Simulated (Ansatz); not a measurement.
MgO2: equation of state with r2SCAN+D4

The system is MgO2.

```
CELL_PARAMETERS angstrom
4.82861 0.00000 0.00000
0.00000 4.82861 0.00000
0.00000 0.00000 4.82861
ATOMIC_POSITIONS crystal
Mg 0.00000 0.00000 0.00000
Mg 0.50000 0.00000 0.50000
Mg 0.50000 0.50000 0.00000
Mg 0.00000 0.50000 0.50000
O 0.58942 0.91058 0.08942
O 0.91058 0.08942 0.58942
O 0.08942 0.58942 0.91058
O 0.41058 0.41058 0.41058
O 0.58942 0.58942 0.58942
O 0.91058 0.41058 0.08942
O 0.08942 0.91058 0.41058
O 0.41058 0.08942 0.91058
```

The cell is a database's computed one.

```
Program             : Ansatz 0.2.0
Task                : equation of state
Functional          : r2SCAN
Dispersion          : D4
Potentials or basis : Ansatz PAW
Cutoff              : 500 eV
Density cutoff      : 2000 eV
k mesh              : 6 × 6 × 6
Occupations         : fermi-dirac, width 0.05 eV
Spin                : no spin polarisation
```

* Equilibrium volume: 9.33 Å³/atom
* Bulk modulus at fixed shape and positions: 156 GPa
* Pressure derivative of the bulk modulus: 4.2

Energy against volume, from the lowest point:
| volume (Å³/atom) | energy (meV/atom) |
| --- | --- |
| 8.819 | 14.98 |
| 9.007 | 5.72 |
| 9.194 | 0.88 |
| 9.382 | 0.00 |
| 9.569 | 2.72 |
| 9.757 | 8.68 |
| 9.945 | 17.54 |

All runs of the series together: 62 s on 2 threads of Arm Neoverse V2, with other jobs on the host.

Caveat: the cell was scaled at fixed shape and fractional positions, which overstates the stiffness of a crystal with free parameters, most of all of layers and chains; the PAW data sets were made with another functional, which shifts forces and pressure a little.
